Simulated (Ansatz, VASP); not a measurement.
# H in VASP and in Ansatz

```
H
1.0
     6.86829    0.00000    0.00000
     0.00000    6.86829    0.00000
     0.00000    0.00000    6.86829
H
24
Direct
  0.52401 0.75258 0.59689
  0.52488 0.75836 0.48588
  0.80551 0.17996 0.95844
  0.91051 0.19693 0.92507
  0.53756 0.11128 0.85120
  0.43542 0.13816 0.81567
  0.42552 0.55269 0.97877
  0.35534 0.61928 0.92460
  0.17405 0.40962 0.82645
  0.18055 0.31723 0.76455
  0.83606 0.80977 0.76067
  0.83713 0.80361 0.64964
  0.41402 0.29191 0.21282
  0.35042 0.25767 0.29740
  0.80761 0.95927 0.33183
  0.88263 0.04123 0.32488
  0.07161 0.91191 0.13431
  0.06636 0.94488 0.02873
  0.38477 0.87171 0.08787
  0.44447 0.87578 0.18117
  0.11593 0.45356 0.48703
  0.15660 0.41523 0.39096
  0.96364 0.62161 0.13489
  0.03115 0.59762 0.21967
```

Alike in both runs: functional LDA; k mesh 1 × 1 × 1; occupations fermi-dirac, width 0.05 eV; no spin polarisation.

Ansatz relaxed the structure, and its values are those at the end. VASP's run is a single point on that final structure, the one shown.

|  | VASP | Ansatz |
| --- | --- | --- |
| version | VASP 6.6.1 | Ansatz 0.2.0 |
| potentials or method | VASP PAW LDA potentials, release 64 (H) | scalar-relativistic, plane waves, PAW |
| plane-wave cutoff (eV) | 520 | 420 |
| valence electrons in the cell | 24 | 24 |

|  | VASP | Ansatz | Ansatz less VASP |
| --- | --- | --- | --- |
| rms of the force components (eV/Å) | 0.107 | 0.099 | -0.0072 |
